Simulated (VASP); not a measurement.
# InP: relaxation of cell and atoms with PBE+D3(BJ)

The system is InP.

```
CELL_PARAMETERS angstrom
0.00000 2.93050 2.93050
2.93050 0.00000 2.93050
2.93050 2.93050 0.00000
ATOMIC_POSITIONS crystal
In 0.00000 0.00000 0.00000
P 0.25000 0.25000 0.25000
```

```
Program                : VASP 6.6.1
Task                   : relaxation of cell and atoms
Functional             : PBE
Dispersion             : D3(BJ)
Potentials or basis    : VASP PAW PBE potentials, release 64 (In_d, P)
Cutoff                 : 600 eV
k mesh                 : 8 × 8 × 8
Occupations            : gaussian, width 0.03 eV
Spin                   : no spin polarisation
Further INCAR settings : ALGO = Normal; EDIFF = 1e-06; IBRION = 2; EDIFFG = -0.01; NSW = 90; ISIF = 3
```

The relaxed volume is 25.58 Å³/atom. The relaxed cell is a = 4.167 Å, b = 4.167 Å, c = 4.167 Å, α = 60.00°, β = 60.00°, γ = 60.00° and the space group after relaxing (to 0.05 Å) is F-43m (No. 216). The energy gained by relaxing is 1.4 meV/atom. The ionic steps are 3 and the pressure after relaxing is 0.0 GPa. The band gap on the k mesh is 0.62 eV, direct and the dispersion energy per atom is -0.308 eV.

The path:
```csv
step,energy change (eV),largest force (eV/Å),pressure (GPa),volume (Å³)
1,0.0000,0.0000,1.08,50.33
2,-0.0020,0.0000,-0.54,51.58
3,-0.0028,0.0000,0.01,51.16
```

Final structure:
```
In P
1.0
     0.00000    2.94638    2.94638
     2.94638    0.00000    2.94638
     2.94638    2.94638    0.00000
In P
1 1
Direct
  0.00000 0.00000 0.00000
  0.25000 0.25000 0.25000
```

Levels at points of the mesh, in eV from the valence-band top:
```csv
k point,band 6,band 7,band 8,band 9,band 10,band 11,band 12,band 13
"(0.00, 0.00, 0.00)",-11.41,0.00,0.00,0.00,0.62,4.09,4.09,4.09
"(0.50, 0.00, 0.00)",-9.74,-5.64,-0.95,-0.95,1.46,4.81,4.81,7.07
"(0.50, 0.50, 0.00)",-9.10,-5.68,-2.27,-2.27,1.79,2.27,9.11,9.49
```

Wall time 23 s on 1 thread of Intel(R) Xeon(R) 6975P-C (Granite Rapids), with other jobs on the host, peak memory 0.22 GiB.

Caveat: spin-orbit coupling is left out, which moves the levels of the heavy elements. As with any semilocal functional, this PBE gap is likely too small.
